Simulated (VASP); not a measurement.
# MnF2 (P4_2/mnm) in VASP: a series of runs

The runs below take MnF2 through band structure, with PBE.

Everything below comes from runs of VASP 6.6.1. Logs are shortened: lines on timing, memory, paths and dates and some standing lists are left out, and cuts for length are marked.

## (1) Starting point

Symmetry: P4_2/mnm, No. 136, tetragonal system. Conventional cell: a = 4.874 Å, b = 4.874 Å, c = 3.311 Å, α = 90.00°, β = 90.00°, γ = 90.00°. Mn (site symmetry mmm) is surrounded by 6 F at 2.10 to 2.13 Å. F (site symmetry m2m) has 3 Mn at 2.10 to 2.13 Å as nearest neighbours.

## (2) Band structure, PBE, collinear spin, ferromagnetic start

Input file INCAR:

```
ALGO = Fast
EDIFF = 1E-7
ENCUT = 500
GGA = PE
ISIF = 2
ISMEAR = -1
ISPIN = 2
LASPH = True
LCHARG = False
LMAXMIX = 4
LORBIT = 11
LREAL = False
LWAVE = False
MAGMOM = 4 4 0 0 0 0
NELM = 150
PREC = Accurate
SIGMA = 0.05
```

Input file KPOINTS:

```
k-points
0
Gamma
  6 6 8
```

Input file POSCAR:

```
MnF2
1.0
    4.8738000000      0.0000000000      0.0000000000
    0.0000000000      4.8738000000      0.0000000000
    0.0000000000      0.0000000000      3.3107000000
Mn F
2 4
Direct
    0.5000000000      0.5000000000      0.5000000000
    0.0000000000      0.0000000000      0.0000000000
    0.8053000000      0.1947000000      0.5000000000
    0.6947000000      0.6947000000      0.0000000000
    0.1947000000      0.8053000000      0.5000000000
    0.3053000000      0.3053000000      0.0000000000
```

Input file KPOINTS_OPT:

```
path GXMGZRAZ,XR,MA
15
line-mode
reciprocal
 0.0000000000  0.0000000000  0.0000000000  G
 0.0000000000  0.5000000000  0.0000000000  X

 0.0000000000  0.5000000000  0.0000000000  X
 0.5000000000  0.5000000000  0.0000000000  M

 0.5000000000  0.5000000000  0.0000000000  M
 0.0000000000  0.0000000000  0.0000000000  G

 0.0000000000  0.0000000000  0.0000000000  G
 0.0000000000  0.0000000000  0.5000000000  Z

 0.0000000000  0.0000000000  0.5000000000  Z
 0.0000000000  0.5000000000  0.5000000000  R

 0.0000000000  0.5000000000  0.5000000000  R
 0.5000000000  0.5000000000  0.5000000000  A

 0.5000000000  0.5000000000  0.5000000000  A
 0.0000000000  0.0000000000  0.5000000000  Z

 0.0000000000  0.5000000000  0.0000000000  X
 0.0000000000  0.5000000000  0.5000000000  R

 0.5000000000  0.5000000000  0.0000000000  M
 0.5000000000  0.5000000000  0.5000000000  A
```

Potentials or basis: VASP PAW PBE potentials, release 64 (Mn, F).

Run with:

```console
cat potpaw_PBE.64/Mn/POTCAR potpaw_PBE.64/F/POTCAR > POTCAR
mpirun -np 1 vasp_std > vasp.out
```

OUTCAR:

```text
EDIFF = 1E-7
   ENCUT = 500
   GGA = PE
   ISIF = 2
   ISMEAR = -1
   ISPIN = 2
   LASPH = True
   LORBIT = 11
   LREAL = False
   NELM = 150
   PREC = Accurate

 ion  position               nearest neighbor table
   1  0.500  0.500  0.500-   3 2.10   5 2.10   4 2.13   6 2.13   4 2.13   6 2.13
   2  0.000  0.000  0.000-   4 2.10   6 2.10   5 2.13   3 2.13   3 2.13   5 2.13
   3  0.805  0.195  0.500-   1 2.10   2 2.13   2 2.13
   4  0.695  0.695  0.000-   2 2.10   1 2.13   1 2.13
   5  0.195  0.805  0.500-   1 2.10   2 2.13   2 2.13
   6  0.305  0.305  0.000-   2 2.10   1 2.13   1 2.13

  LATTYP: Found a simple tetragonal cell.
 ALAT       =     4.8738000000
 C/A-ratio  =     0.6792851574

  Lattice vectors:

 A1 = (   4.8738000000,   0.0000000000,   0.0000000000)
 A2 = (   0.0000000000,   4.8738000000,   0.0000000000)
 A3 = (   0.0000000000,   0.0000000000,   3.3107000000)

Analysis of symmetry for initial positions (statically):
=====================================================================
 Subroutine PRICEL returns:
 Original cell was already a primitive cell.

 Routine SETGRP: Setting up the symmetry group for a
 simple tetragonal supercell.

 Subroutine GETGRP returns: Found 16 space group operations
 (whereof  8 operations were pure point group operations)
 out of a pool of 16 trial point group operations.

The static configuration has the point symmetry D_2h.
 The point group associated with its full space group is D_4h.

Analysis of symmetry for dynamics (positions and initial velocities):
=====================================================================
 Subroutine PRICEL returns:
 Original cell was already a primitive cell.

 Routine SETGRP: Setting up the symmetry group for a
 simple tetragonal supercell.

 Subroutine GETGRP returns: Found 16 space group operations
 (whereof  8 operations were pure point group operations)
 out of a pool of 16 trial point group operations.

The dynamic configuration has the point symmetry D_2h.
 The point group associated with its full space group is D_4h.

Analysis of structural, dynamic, and magnetic symmetry:
=====================================================================
 Subroutine PRICEL returns:
 Original cell was already a primitive cell.

 Routine SETGRP: Setting up the symmetry group for a
 simple tetragonal supercell.

 Subroutine GETGRP returns: Found 16 space group operations
 (whereof  8 operations were pure point group operations)
 out of a pool of 16 trial point group operations.

The overall configuration has the point symmetry D_2h.
 The point group associated with its full space group is D_4h.

 Subroutine INISYM returns: Found 16 space group operations
 (whereof  8 operations are pure point group operations),
 and found     1 'primitive' translations

----------------------------------------------------------------------------------------

                                     Primitive cell

  volume of cell :      78.6421

  direct lattice vectors                    reciprocal lattice vectors
     4.873800000  0.000000000  0.000000000     0.205178711  0.000000000  0.000000000
     0.000000000  4.873800000  0.000000000     0.000000000  0.205178711  0.000000000
     0.000000000  0.000000000  3.310700000     0.000000000  0.000000000  0.302050926

  length of vectors
     4.873800000  4.873800000  3.310700000     0.205178711  0.205178711  0.302050926

  position of ions in fractional coordinates (direct lattice)
     0.500000000  0.500000000  0.500000000
     0.000000000  0.000000000  0.000000000
     0.805300000  0.194700000  0.500000000
     0.694700000  0.694700000  0.000000000
     0.194700000  0.805300000  0.500000000
     0.305300000  0.305300000  0.000000000

  ion indices of the primitive-cell ions
[... 35 lines left out ...]
            Coordinates               Weight
  0.000000  0.000000  0.000000      1.000000
  0.166667  0.000000  0.000000      4.000000
  0.333333  0.000000  0.000000      4.000000
  0.500000  0.000000  0.000000      2.000000
  0.166667  0.166667  0.000000      4.000000
  0.333333  0.166667  0.000000      8.000000
[... 16 lines left out ...]
  0.333333  0.000000  0.250000      8.000000
  0.500000  0.000000  0.250000      4.000000
 [... further k-points ...]
   k-points           NKPTS =     50   k-points in BZ     NKDIM =     50   number of bands    NBANDS=     29
   number of dos      NEDOS =    301   number of ions     NIONS =      6
   total plane-waves  NPLWV =  31104
   dimension x,y,z NGX =    36 NGY =   36 NGZ =   24
   dimension x,y,z NGXF=    72 NGYF=   72 NGZF=   48
   ions per type =               2   4
   NGX,Y,Z   is equivalent  to a cutoff of  12.28, 12.28, 12.05 a.u.
   NGXF,Y,Z  is equivalent  to a cutoff of  24.56, 24.56, 24.10 a.u.
 SYSTEM =  unknown system
   PREC   = accura    normal or accurate (medium, high low for compatibility)
   ISTART =      0    job   : 0-new  1-cont  2-samecut
   ICHARG =      2    charge: 1-file 2-atom 10-const
   ISPIN  =      2    spin polarized calculation?
   LNONCOLLINEAR =      F non collinear calculations
   LSORBIT =      F    spin-orbit coupling
   LASPH  =      T    aspherical Exc in radial PAW
   ENCUT  =  500.0 eV  36.75 Ry    6.06 a.u.   8.89  8.89  6.04*2*pi/ulx,y,z
   NELM   =    150;   NELMIN=  2; NELMDL= -5     # of ELM steps
   EDIFF  = 0.1E-06   stopping-criterion for ELM
   LREAL  =      F    real-space projection
   EDIFFG = 0.1E-05   stopping-criterion for IOM
   NSW    =      0    number of steps for IOM
   IBRION =     -1    ionic relax: 0-MD 1-quasi-New 2-CG
   NFREE  =      0    steps in history (QN), initial steepest desc. (CG)
   ISIF   =      2    stress and relaxation
   ISYM   =      2    0-nonsym 1-usesym 2-fastsym
   POTIM  = 0.5000    time-step for ionic-motion
   TEBEG  =    0.0;   TEEND  =   0.0 temperature during run
   PSTRESS=    0.0 pullay stress
   NELECT =      42.0000    total number of electrons
   NUPDOWN=      -1.0000    fix difference up-down
   EMIN   =  10.00;   EMAX   =-10.00  energy-range for DOS
   EFERMI =   0.00;   METHOD = LEGACY
   ISMEAR =    -1;   SIGMA  =   0.05  broadening in eV -4-tet -1-fermi 0-gaus
   EFERMI_NEDOS =   21; number of points for ismear=-14 and -15
   IALGO  =     68    algorithm
   IMIX   =      4    mixing-type and parameters
     AMIX     =   0.40;   BMIX     =  1.00
     AMIX_MAG =   1.60;   BMIX_MAG =  1.00
  volume/ion in A,a.u.               =      13.11        88.45
  Fermi-wavevector in a.u.,A,eV,Ry     =   1.328229  2.509988 24.003281  1.764191
  Thomas-Fermi vector in A             =   2.457482
   LORBIT       =     11    0 simple, 1 ext, 2 COOP (PROOUT), +10 PAW based schemes
   GGA     = PE    functional components
   LHFCALC =     F    Hartree Fock is set to
   AEXX    =    0.0000 exact exchange contribution
   IVDW    =     0    specifies the selected vdW correction
   LEPSILON=     F    determine dielectric tensor
   LRPA    =     F    only Hartree local field effects (RPA)
 spin polarized calculation
 RMM-DIIS sequential band-by-band and
  energy-cutoff  :      500.00
  volume of cell :       78.64
 maximum number of plane-waves:      2036
 NGX is ok and might be reduce to    36
   NGX = 17   NGY = 17   NGZ = 13

 number of electron      41.9999976 magnetization       9.9999993

 number of electron      41.9999976 magnetization      10.0000005

 Free energy of the ion-electron system (eV)
  ---------------------------------------------------
  ext. energy  EPLUGINS =         0.00000000
  ---------------------------------------------------
  free energy    TOTEN  =       -39.29075594 eV

  energy without entropy =      -39.29075588  energy(sigma->0) =      -39.29075591

 E-fermi :   3.0315     XC(G=0):  -9.5850

 val. band max:        2.4248200344   @ k =   0.0000   0.0000   0.0000
 cond. band min:       3.5898407273   @ k =   0.0000   0.0000   0.0000
 fundamental gap:      1.1650206929
 Fermi energy:         3.0315111963

 spin component 1

 k-point     1 :       0.0000    0.0000    0.0000
  band No.  band energies     occupation
      1     -22.2586      1.00000
      2     -21.7483      1.00000
      3     -21.6936      1.00000
      4     -21.6936      1.00000
      5      -5.8678      1.00000
      6      -5.0193      1.00000
[... 757 lines left out ...]
     28       7.0546      0.00000
     29      11.0470      0.00000

 [... further k-points ...]

 spin component 2

 k-point     1 :       0.0000    0.0000    0.0000
  band No.  band energies     occupation
      1     -22.0512      1.00000
      2     -21.5483      1.00000
      3     -21.5048      1.00000
      4     -21.5048      1.00000
      5      -5.3240      1.00000
      6      -4.2263      1.00000
[... 757 lines left out ...]
     28       8.0645      0.00000
     29      12.2586      0.00000

 [... further k-points ...]

------------------------ aborting loop because EDIFF is reached ----------------------------------------

  FORCE on cell =-STRESS in cart. coord.  units (eV):
  Direction    XX          YY          ZZ          XY          YZ          ZX
  --------------------------------------------------------------------------------------
  -------------------------------------------------------------------------------------
  Total        1.5108021      1.5108021      1.6903906     -0.0000000      0.0000000      0.0000000
  in kB       30.7795965     30.7795965     34.4383571     -0.0000000      0.0000000      0.0000000
  external PRESSURE =      31.9991834 kB  Pullay stress =       0.0000000 kB

 VOLUME and BASIS-vectors are now :
 -----------------------------------------------------------------------------
  energy-cutoff  :      500.00
  volume of cell :       78.64
      direct lattice vectors                 reciprocal lattice vectors
     4.873800000  0.000000000  0.000000000     0.205178711  0.000000000  0.000000000
     0.000000000  4.873800000  0.000000000     0.000000000  0.205178711  0.000000000
     0.000000000  0.000000000  3.310700000     0.000000000  0.000000000  0.302050926

 POSITION                                       TOTAL-FORCE (eV/Angst)
 -----------------------------------------------------------------------------------
      2.43690      2.43690      1.65535         0.000000      0.000000      0.000000
      0.00000      0.00000      0.00000         0.000000      0.000000      0.000000
      3.92487      0.94893      1.65535        -0.028963      0.028963      0.000000
      3.38583      3.38583      0.00000         0.028963      0.028963     -0.000000
      0.94893      3.92487      1.65535         0.028963     -0.028963      0.000000
      1.48797      1.48797      0.00000        -0.028963     -0.028963      0.000000
 -----------------------------------------------------------------------------------
    total drift:                                0.000000      0.000000     -0.000000

  FREE ENERGIE OF THE ION-ELECTRON SYSTEM (eV)
  ---------------------------------------------------
  free  energy   TOTEN  =       -39.2907559435 eV

  energy  without entropy=      -39.2907558766  energy(sigma->0) =      -39.29075591

 total charge

# of ion       s       p       d       tot
------------------------------------------
    1        0.168   0.197   4.932   5.298
    2        0.168   0.197   4.932   5.298
    3        1.737   4.367   0.000   6.105
    4        1.737   4.367   0.000   6.105
    5        1.737   4.367   0.000   6.105
    6        1.737   4.367   0.000   6.105
--------------------------------------------------
tot          7.286  17.864   9.865  35.015

 magnetization (x)

# of ion       s       p       d       tot
------------------------------------------
    1        0.025   0.021   4.531   4.577
    2        0.025   0.021   4.531   4.577
    3        0.009   0.082   0.000   0.091
    4        0.009   0.082   0.000   0.091
    5        0.009   0.082   0.000   0.091
    6        0.009   0.082   0.000   0.091
--------------------------------------------------
tot          0.084   0.372   9.062   9.519
```

Run time: 3.7 min. Hardware: 1 thread of Intel Xeon 6975P-C (Granite Rapids), shared host; peak memory 0.4 GiB.

Results:

```
Free energy                                           : -39.2908 eV
Pressure                                              : 3.2 GPa
Largest force                                         : 0.041 eV/Å
Band gap on the k mesh                                : 1.17 eV, direct
Band gap along the path                               : 1.17 eV, direct
Net moment                                            : 10.00 μB per cell
Site moments                                          : Mn +4.58; F +0.09 μB
Valence electrons inside the program's atomic spheres : Mn 5.30; F 6.11
```

Forces on the atoms (eV/Å):
```
Mn   0.000  0.000  0.000
Mn   0.000  0.000  0.000
F   -0.029  0.029  0.000
F    0.029  0.029  0.000
F    0.029 -0.029  0.000
F   -0.029 -0.029  0.000
```

Levels at the corners of the path, in eV from the valence-band top:
Spin up:
| point | band 22 | band 23 | band 24 | band 25 | band 26 | band 27 | band 28 | band 29 |
| --- | --- | --- | --- | --- | --- | --- | --- | --- |
| Γ | -1.78 | -1.57 | -0.56 | -0.56 | 0.00 | 1.17 | 6.52 | 6.52 |
| X | -1.96 | -0.81 | -0.81 | -0.68 | -0.68 | 3.52 | 3.52 | 7.83 |
| X | -1.96 | -0.81 | -0.81 | -0.68 | -0.68 | 3.52 | 3.52 | 7.83 |
| M | -1.90 | -1.12 | -1.12 | -0.57 | -0.57 | 5.00 | 5.00 | 5.59 |
| M | -1.90 | -1.12 | -1.12 | -0.57 | -0.57 | 5.00 | 5.00 | 5.59 |
| Γ | -1.78 | -1.57 | -0.56 | -0.56 | 0.00 | 1.17 | 6.52 | 6.52 |
| Γ | -1.78 | -1.57 | -0.56 | -0.56 | 0.00 | 1.17 | 6.52 | 6.52 |
| Z | -1.86 | -1.25 | -1.25 | -1.00 | -1.00 | 5.76 | 5.76 | 9.68 |
| Z | -1.86 | -1.25 | -1.25 | -1.00 | -1.00 | 5.76 | 5.76 | 9.62 |
| R | -1.81 | -1.67 | -1.67 | -0.32 | -0.32 | 6.89 | 6.91 | 6.94 |
| R | -1.81 | -1.67 | -1.67 | -0.32 | -0.32 | 6.89 | 6.91 | 6.94 |
| A | -1.97 | -1.27 | -1.27 | -0.83 | -0.83 | 6.82 | 6.82 | 7.96 |
| A | -1.97 | -1.27 | -1.27 | -0.83 | -0.83 | 6.82 | 6.82 | 7.96 |
| Z | -1.86 | -1.25 | -1.25 | -1.00 | -1.00 | 5.76 | 5.76 | 9.65 |
| X | -1.96 | -0.81 | -0.81 | -0.68 | -0.68 | 3.52 | 3.52 | 7.83 |
| R | -1.81 | -1.67 | -1.67 | -0.32 | -0.32 | 6.89 | 6.90 | 6.94 |
| M | -1.90 | -1.12 | -1.12 | -0.57 | -0.57 | 5.00 | 5.00 | 5.59 |
| A | -1.97 | -1.27 | -1.27 | -0.83 | -0.83 | 6.82 | 6.82 | 7.96 |
Spin down:
```csv
point,band 14,band 15,band 16,band 17,band 18,band 19
Γ,-4.63,-4.63,-4.34,1.72,1.75,2.14
X,-5.42,-4.67,-4.67,1.92,1.92,2.35
X,-5.42,-4.67,-4.67,1.92,1.92,2.35
M,-5.07,-4.99,-4.99,1.79,1.79,2.24
M,-5.07,-4.99,-4.99,1.79,1.79,2.24
Γ,-4.63,-4.63,-4.34,1.72,1.75,2.14
Γ,-4.63,-4.63,-4.34,1.72,1.75,2.14
Z,-5.25,-5.04,-5.04,2.15,2.15,2.25
Z,-5.25,-5.04,-5.04,2.15,2.15,2.25
R,-5.10,-4.84,-4.84,1.88,1.88,2.29
R,-5.10,-4.84,-4.84,1.88,1.88,2.29
A,-4.82,-4.74,-4.74,2.13,2.13,2.23
A,-4.82,-4.74,-4.74,2.13,2.13,2.23
Z,-5.25,-5.04,-5.04,2.15,2.15,2.25
X,-5.42,-4.67,-4.67,1.92,1.92,2.35
R,-5.10,-4.84,-4.84,1.88,1.88,2.29
M,-5.07,-4.99,-4.99,1.79,1.79,2.24
A,-4.82,-4.74,-4.74,2.13,2.13,2.23
```

Caveat: only a ferromagnetic start was run, and an antiferromagnetic order may lie lower in energy.

[end of part 1 of 2]
